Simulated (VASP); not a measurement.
Wanted: the native input for a VASP 6.6.1 run.

```
Task                   : band structure
Functional             : PBE
Potentials or basis    : VASP PAW PBE potentials, release 64 (Te)
Cutoff                 : 520 eV
k mesh                 : 9 × 9 × 6
Occupations            : gaussian, width 0.03 eV
Spin                   : spin-orbit coupling, no magnetisation
Further INCAR settings : ALGO = Fast; EDIFF = 1e-07; NBANDS = 31
```

The structure of Te lies in POSCAR:

```
Te                                      
1.0
    4.3110270030      0.0000000000     -0.0000000000
   -2.1555135015      3.7334589010     -0.0000000000
    0.0000000000      0.0000000000      5.9737348384
  Te            
     3
Direct
     0.2853094364969323    0.0000000000000000    0.3333333332999970
     0.0000000000000000    0.2853094364969323    0.6666666667000030
     0.7146905635030677    0.7146905635030677    1.0000000000000000
```

These files were run (other wordings do the same):

INCAR

```
SYSTEM = Te
PREC = Accurate
ENCUT = 520
EDIFF = 1E-7
ISMEAR = 0
SIGMA = 0.03
LREAL = .False.
LASPH = .True.
NELM = 80
ALGO = Fast
ISIF = 2
LWAVE = .False.
LCHARG = .False.
MAGMOM = 0 0 0 0 0 0 0 0 0
LORBIT = 11
LSORBIT = .True.
GGA_COMPAT = .False.
GGA = PE
NBANDS = 31
KPAR = 4
```

KPOINTS

```
Automatic mesh
0
Gamma
  9 9 6
  0 0 0
```

KPOINTS_OPT

```
explicit points
258
Reciprocal
 0.0000000000  0.0000000000  0.0000000000 1
 0.0263157895  0.0000000000  0.0000000000 1
 0.0526315789  0.0000000000  0.0000000000 1
 0.0789473684  0.0000000000  0.0000000000 1
 0.1052631579  0.0000000000  0.0000000000 1
 0.1315789474  0.0000000000  0.0000000000 1
[... 250 lines left out ...]
 0.5000000000  0.0000000000  0.0329991900 1
 0.5000000000  0.0000000000 -0.0329991900 1
```

Potentials or basis: VASP PAW PBE potentials, release 64 (Te).

Command:

```bash
$ cat potpaw_PBE.64/Te/POTCAR > POTCAR
$ mpirun -np 4 vasp_ncl > vasp.out
```

It gave:

* Pressure: 2.7 GPa
* Largest force: 0.025 eV/Å
* Valence electrons inside the program's atomic spheres: Te 3.29

Wall time 5.8 min on 4 MPI ranks on Intel(R) Xeon(R) Platinum 8488C (Sapphire Rapids), with other jobs on the host, peak memory 0.85 GiB a rank.
